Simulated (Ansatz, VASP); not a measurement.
**Two plane-wave programs on Au**

The input INCAR:

```
PREC     = Accurate       # precision mode
ENCUT    = 520            # plane-wave cutoff, eV
EDIFF    = 1E-6           # SCF threshold, eV
ISMEAR   = -1             # smearing method
SIGMA    = 0.05           # smearing width, eV
LREAL    = F              # projectors in reciprocal space
LASPH    = T              # aspherical terms in the spheres
NELM     = 100            # most SCF steps
ALGO     = Normal         # electronic algorithm
ISIF     = 2              # what is computed and relaxed
LWAVE    = F              # write WAVECAR
LCHARG   = F              # write CHGCAR
LMAXMIX  = 4              # l up to which the mixer works
METAGGA  = R2SCAN         # meta-GGA
LMIXTAU  = T
```

KPOINTS

```
regular mesh
0
Gamma
  10 10 10
```

Contents of POSCAR:

```
Au
1.0
    2.7484100000      0.0000000000      0.0000000000
    0.0000000000      2.7484100000      0.0000000000
    0.0000000000      0.0000000000      2.7484100000
Au
1
Direct
    0.5000000000      0.5000000000      0.5000000000
```

Contents of KPOINTS_OPT:

```
path GXMGRX,MR
15
line-mode
reciprocal
 0.0000000000  0.0000000000  0.0000000000  G
 0.0000000000  0.5000000000  0.0000000000  X

 0.0000000000  0.5000000000  0.0000000000  X
 0.5000000000  0.5000000000  0.0000000000  M

 0.5000000000  0.5000000000  0.0000000000  M
 0.0000000000  0.0000000000  0.0000000000  G

 0.0000000000  0.0000000000  0.0000000000  G
 0.5000000000  0.5000000000  0.5000000000  R

 0.5000000000  0.5000000000  0.5000000000  R
 0.0000000000  0.5000000000  0.0000000000  X

 0.5000000000  0.5000000000  0.0000000000  M
 0.5000000000  0.5000000000  0.5000000000  R
```

Contents of input.yaml:

```yaml
crystal:
  lattice:
    - [2.74841, 0.0, 0.0]
    - [0.0, 2.74841, 0.0]
    - [0.0, 0.0, 2.74841]
  atoms:
    - { symbol: Au, position: [0.5, 0.5, 0.5] }
hamiltonian:
  xc: r2scan
  pseudopotentials: { kind: paw }
kpoints:
  mp_grid: { grid: [10, 10, 10] }
  band_path:
    path:
      - [[0.0, 0.0, 0.0], [0.0, 0.5, 0.0], [0.5, 0.5, 0.0], [0.0, 0.0, 0.0], [0.5, 0.5, 0.5], [0.0, 0.5, 0.0]]
      - [[0.5, 0.5, 0.0], [0.5, 0.5, 0.5]]
    npoints: 14
scf:
  occupations: { method: fermi_dirac, width: 0.05 }
  n_extra_bands: 6
output:
  forces: true
  stress: true
  eigenvalues: true
  fatbands: false
```

The cell was built by a generator and needn't be a form met in nature.

Alike in both runs: task band structure; functional r2SCAN; k mesh 10 × 10 × 10; occupations fermi-dirac, width 0.05 eV; no spin polarisation.

```csv
,VASP,Ansatz
version,VASP 6.6.1,Ansatz 0.2.0
potentials or method,"VASP PAW PBE potentials, release 64 (Au)",Ansatz PAW
plane-wave cutoff (eV),520,500
valence electrons in the cell,11,19
```

|  | VASP | Ansatz | Ansatz less VASP |
| --- | --- | --- | --- |
| gap on the k mesh at the Fermi level (eV) | none | none | - |
| pressure (GPa) | -3.0 | -3.3 | -0.24 |

A gap of «none» marks a metal or a gap that the smearing closes. The two sets of potentials don't hold the same shells in valence.

Caveats: spin-orbit coupling is left out, which moves the levels of the heavy elements; the PAW data sets were made with another functional, which shifts forces and pressure a little (VASP); the PAW data sets come from PBE, with cores solved anew for the run's functional, which leaves a small shift of forces and pressure (Ansatz).
